## Infrared modes of tetragonal BaTiO₃: results and discussion

The tetragonal cell of BaTiO₃ is already polar: Ti sits off the centre of its oxygen cage, displaced along the long axis c. Each row below is a level of optical vibrations. Its infrared intensity is the squared change of dipole moment as the atoms move, weighted by their masses. In the double levels the dipole lies in the plane across c. In the single levels 2, 6 and 8 it lies along c, and level 4 has none by symmetry.

Optical modes at the zone centre of relaxed tetragonal BaTiO₃ (P4mm, 5 atoms, a = 3.955 Å, c = 4.045 Å), without the longitudinal term. Intensities are summed over each degenerate level, and a negative frequency is imaginary. Ansatz 0.2.0, linear response with PBEsol, PAW datasets made for PBE, plane-wave cutoff 420 eV, k mesh 6×6×6.

```csv
row,phonon frequency (cm⁻¹),phonon degeneracy,phonon infrared intensity ((debye/Å)²/amu)
1,-114.8,2,154
2,163.9,1,6.21
3,170.6,2,3.92
4,284.2,1,0
5,287.1,2,0.551
6,312.8,1,39.1
7,468.0,2,7.64
8,519.0,1,14.3
```

### 1. What does the negative frequency in row 1 mean?

It stands for an imaginary frequency. A calculation of this kind yields the squared frequency, which is a stiffness divided by a mass, and in row 1 the stiffness is negative. If the atoms are displaced along this pattern, the energy falls and no force brings them back. The cell is therefore a saddle point of the energy, and row 1 is not an absorption line that a spectrometer would find at 115 cm⁻¹.

The relaxation could not remove the instability, because it kept the fourfold symmetry about c. Under that symmetry the sideways forces on the atoms cancel exactly, as they do on a ball balanced on a ridge. Real BaTiO₃ is tetragonal near room temperature because thermal motion stabilises that form; the present calculation has no temperature.

### 2. Why is the crystal unstable sideways but stable along c?

Two forces compete in such an oxide. Short-range repulsion pushes a displaced ion back, while the dipoles created by the displacement attract one another along the chains of Ti and O and pull it further out. This pull grows with the square of the dipoles involved and is expected to act mainly on the pattern in which Ti moves against the oxygens in line with it, which is also the most polar one. It is not a rule for every mode: rows 7 and 8 are more polar than rows 3 and 2, yet far stiffer. In the undistorted cubic crystal the dipoles win in all three directions.

In the tetragonal cell the displacement along c has already taken place. Ti has moved until repulsion stopped it, and at the bottom of that valley the stiffness is positive. Across c nothing has moved yet, and the old instability survives as row 1. The table does not prove this account, since it does not separate the two forces, but it agrees with it: the only imaginary level is polar and lies in the plane.

Such an instability need not survive in every tetragonal perovskite. The displacement along c and the stretch of the cell are both expected to stiffen the sideways motion. PbTiO₃, which is stretched far more than BaTiO₃, stays tetragonal on cooling.

### 3. Which level is the strongest, and what limits its intensity?

Row 1 is the strongest even after its intensity is divided between its two components: 77 for each, against 39.1 for row 6, the strongest level along c. It holds 93 % of all the intensity in its direction. That leaves little for the other in-plane levels. Row 5 probably has a reason of its own to be weak. Its frequency is close to that of the silent row 4, which suggests that both descend from one triple level of the cubic crystal that has no dipole at all.

The total depends only on the Born charges and the masses of the ions. The Born charge Z of an ion is the dipole created per unit of displacement, and M is its mass. For one direction, the intensities of all modes add up to the sum of Z²/M over the atoms. The reason is that the vibration patterns together describe every possible motion of the atoms, while the rigid shift of the whole crystal creates no dipole. The forces between atoms decide only how this fixed budget is shared out.

The table obeys this rule to within its rounding. That confirms the bookkeeping rather than the physics, since the intensities were computed from the same charges.

### 4. How large would the budget be for simple ions?

With the nominal charges +2, +4 and −2 the estimate takes one line. A charge of one electron gives 4.8 debye/Å, whose square is 23, and the masses of Ba, Ti and O are about 140, 48 and 16 amu:

23 × (2²/140 + 4²/48 + 3 × 2²/16) ≈ 23 × 1.11 ≈ 26 (debye/Å)²/amu

The calculation gives 83 in the plane and 60 along c, which is 3.2 and 2.3 times as much. The picture of rigid ions thus fails badly, and the Born charges show where. Ti carries 7.0 in the plane instead of 4, and the oxygen in line with it carries −5.6 instead of −2.

The excess can be understood as a flow of electrons along the bonds. When Ti approaches an oxygen, its empty d orbitals mix more strongly with the filled p orbitals of that oxygen and draw electrons from it. On the far side the bond stretches and electrons return to the other oxygen. Both flows run against the motion of Ti and so enlarge the dipole.

Along c this flow is expected to be weaker, because the chain already alternates between short and long Ti–O bonds, 1.84 and 2.2 Å. The charges are indeed lower there, 5.7 for Ti and −4.7 for the oxygen in line with it, and the budget is smaller.

### 5. What would change with a lighter ion in place of Ba?

Through the mass alone, the budget would hardly change. Ba supplies only 1.5 % of the in-plane total, because it is heavy and its charge stays moderate. If it had the mass of Sr and all charges stayed the same, the total would rise by about 1 %. More than half comes from the oxygen in line with Ti, and most of the rest from Ti itself.

A real substitution would also alter the cell size, and with it the balance of forces described under question 2 and the displacement of Ti. The Born charges would follow: if Ti sat closer to the centre of its cage, the budget along c would be expected to rise towards the in-plane value. A small share of the budget does not make the ion on this site unimportant, though. Pb has a larger Born charge than Ba but is also heavier, so its share is expected to stay small. Yet it forms partly covalent bonds with oxygen, which soften the patterns in which Pb moves against oxygen and so help to decide how the budget is shared out.

### 6. Row 2 absorbs weakly. Can it be neglected in the permittivity?

It cannot. A static field pulls on the ions until the restoring force balances it, so a soft pattern yields further than a stiff one. The contribution of a mode is proportional to its intensity divided by its squared frequency. For row 2 relative to row 6 this gives

(6.21 / 39.1) × (312.8 / 163.9)² ≈ 0.58

Row 2 has about a sixth of the intensity of row 6 but more than half of its effect. It provides a third of the ionic permittivity along c, which is 23 in all. With the electronic part of 5.7, the static permittivity along c comes to about 29 for a cell of fixed shape.

In the plane the same formula breaks down. Row 1 would contribute a large negative term, which has no physical meaning: a static field across c would drive the crystal off its saddle point instead of stretching a spring.

### 7. What would change if the longitudinal term were included?

For a wave that travels along c with its dipoles also along c, the vibration sets up an electric field of its own. This field opposes the displacement and stiffens the polar modes. The Lyddane–Sachs–Teller relation ties the effect to the permittivities: the product of the three frequencies rises by the square root of 28.8/5.73, a factor of 2.2. The relation alone does not tell how the rise is divided among rows 2, 6 and 8. For that the intensities are needed as well, since they determine how strongly each mode couples to the field. The lowest of the three frequencies is expected to rise least, and not merely because row 2 absorbs weakly. Rows 6 and 8 lie above it and can follow its field, so it is screened by a permittivity of about 21 rather than 5.7, and its longitudinal partner must stay below row 6. The silent row 4 would stay where it is, and so would the double levels, whose dipoles lie across the direction of this wave.

### 8. Which digits can be trusted?

The soft levels deserve the least trust. An error in the forces enters the squared frequency, and the same error there shifts a low frequency more than a high one. A change that moves row 8 by 1 cm⁻¹ would move row 2 by about 3 cm⁻¹ and row 1 by 4 to 5 cm⁻¹. These figures assume an equal change of the squared frequency, although the patterns move different masses. They illustrate the sensitivity and are not error bars, since no test of cutoff or k mesh is available. The PAW datasets were made for PBE and not for PBEsol, which adds an error of unknown size. The band gap of this run, below 2 eV, is too small, as is usual for such functionals, and this is expected to make the electronic permittivity and the Born charges somewhat too large. The single intensities depend on how the patterns mix and are less secure than their totals; the permittivity of 29, which leans on the soft row 2, shares this weakness.

The shape of the cell matters too. Its ratio c/a is 4.045/3.955 = 1.023, a stretch along c roughly twice as large as the measured one, and soft polar modes respond strongly to such strain. The order of rows 4 and 5, only 3 cm⁻¹ apart, should not be relied on.

The sign of row 1 is safer than its digits, mainly because it fits the behaviour of the real crystal, whose polarisation turns away from c on cooling. The numbers alone leave a modest margin: the stiffness of row 1 is expected to be a small remainder of the two large opposing forces, and so it reacts strongly to strain and volume. To bring row 1 to zero, the squared frequency would have to rise by 114.8², a change that would shift row 8 by about 114.8²/(2 × 519) ≈ 13 cm⁻¹. The excess stretch of the cell does not threaten the sign, since it is expected to stiffen the sideways motion; with the measured shape the instability should be stronger. The sums over modes and the permittivity along c are printed in the output that follows.

Printed output of the fit:

```
number of optical modes, all levels together: 12
Levels one by one:
  row  intensity per component  percent of the total for its direction  formal term in static permittivity  shift in cm-1 if row 8 shifts by 1
    1                       77                                   92.71                              -196.9                               4.521
    2                     6.21                                   10.42                               7.793                               3.167
    3                     1.96                                    2.36                                2.27                               3.042
    4                        0                                       0                                   0                               1.826
    5                   0.2755                                  0.3317                              0.1127                               1.808
    6                     39.1                                   65.59                               13.47                               1.659
    7                     3.82                                   4.599                              0.5879                               1.109
    8                     14.3                                   23.99                                1.79                                   1
in-plane intensity total from the table, one direction, (debye/Å)²/amu: 83.06
in-plane intensity total from Born charges, (debye/Å)²/amu: 83.02
intensity total along c from the table, (debye/Å)²/amu: 59.61
intensity total along c from Born charges, (debye/Å)²/amu: 59.63
intensity total with nominal charges, any direction, (debye/Å)²/amu: 25.69
in-plane total over nominal total, ratio: 3.233
total along c over nominal total, ratio: 2.321
share of the oxygen in line with Ti in the in-plane total, percent: 54.69
share of Ti in the in-plane total, percent: 28.64
share of Ba in the in-plane total, percent: 1.542
rise of the in-plane total if Ba had the mass of Sr at fixed charges, percent: 0.8748
ionic part of the static permittivity along c, fixed cell: 23.05
static permittivity along c, fixed cell: 28.78
share of row 2 in the ionic permittivity along c, percent: 33.8
product of the three A1 frequencies, longitudinal over transverse, ratio: 2.242
```
